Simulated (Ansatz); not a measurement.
## TiAl under pressure

Theory: Ansatz, DFT PBEsol, scalar-relativistic, plane waves, PAW. (420 eV cutoff, 14×14×10 k-mesh, Gaussian smearing of 0.10 eV, no spin polarisation)

The relaxed crystal:

```
CELL_PARAMETERS angstrom
2.79464 0.00000 0.00000
0.00000 2.79464 0.00000
0.00000 0.00000 4.04114
ATOMIC_POSITIONS crystal
Ti 0.50000 0.50000 0.50000
Al 0.00000 0.00000 0.00000
```

Cell and atoms are relaxed at each pressure within the symmetry of the start, at zero temperature, so transitions that lower the symmetry aren't seen. The k-mesh given is that at zero pressure and may differ at others. a, b and c are the lengths of the cell vectors above.

```csv
P (GPa),V (Å³/atom),V/V0,a (Å),b (Å),c (Å)
-2,16.05,1.017,2.810,2.810,4.064
0,15.78,1.000,2.795,2.795,4.041
2,15.52,0.984,2.779,2.779,4.019
5,15.18,0.962,2.759,2.759,3.989
10,14.68,0.930,2.728,2.728,3.944
20,13.86,0.878,2.677,2.677,3.869
40,12.67,0.803,2.605,2.605,3.732
```

**Question.** What bulk modulus and pressure derivative fit these points?

**Answer.** A third-order Birch–Murnaghan fit gives B0 = 121 GPa and B0' = 3.7.

**Question.** Which cell vector or vectors give way most up to 40 GPa?

**Answer.** c: the changes are a -6.8 %, b -6.8 %, c -7.7 %.